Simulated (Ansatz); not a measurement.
# Ga: the cost of one run

Method: DFT PBE, scalar-relativistic, in Ansatz 0.2.0.

**1. The system as given**

It takes space group Cmcm (No. 63, orthorhombic). The conventional cell has a = 2.900 Å, b = 8.130 Å, c = 3.170 Å, α = 90.00°, β = 90.00°, γ = 90.00°. Around Ga (site symmetry m2m) lie 8 Ga at 2.68 to 2.90 Å.

Structure file:

```xyz
2
Lattice="1.4500 -4.0650 0.0000 1.4500 4.0650 0.0000 0.0000 0.0000 3.1700" Properties=species:S:1:pos:R:3 pbc="T T T"
Ga    1.4500   -2.9837    0.7925
Ga    1.4500    2.9837    2.3775
```

Atoms are numbered in the order of the input: Ga1, Ga2.

**2. After the deformation**

Space group Cmcm before, Cmcm after.

**3. All-electron LAPW**

File input.yaml:

```yaml
crystal:
  lattice:
    - [1.45, -4.065, 0.0]
    - [1.45, 4.065, 0.0]
    - [0.0, 0.0, 3.0749]
  atoms:
    - { symbol: Ga, position: [0.867, 0.133, 0.25] }
    - { symbol: Ga, position: [0.133, 0.867, 0.75] }
kpoints:
  mp_grid: { grid: [12, 12, 10] }
  band_path:
    path:
      - [0.0, 0.0, 0.0]
      - [-0.5, 0.5, 0.0]
      - [-0.2818093587, 0.7181906413, 0.0]
      - [0.2818093587, 0.2818093587, 0.0]
      - [0.0, 0.0, 0.0]
      - [0.0, 0.0, 0.5]
      - [0.2818093587, 0.2818093587, 0.5]
      - [-0.2818093587, 0.7181906413, 0.5]
      - [-0.5, 0.5, 0.5]
    npoints: 5
scf:
  occupations: { method: fermi_dirac, width: 0.08 }
hamiltonian:
  xc: pbe
  pseudopotentials: { kind: all_electron, lapw: { basis_error: 0.001 } }
output:
  forces: true
  stress: true
  eigenvalues: true
```

On the command line:

```
> ansatz run input.yaml --threads 1 --pin off --max-ram 3072MiB --backend cpu --events-out ev --progress --plain --runs-dir out
```

Q: Estimate wall time and peak memory on 1 thread of Intel Xeon Platinum 8375C at 2.90GHz (Ice Lake), shared host.

About 53 s, with a peak of 0.66 GiB.
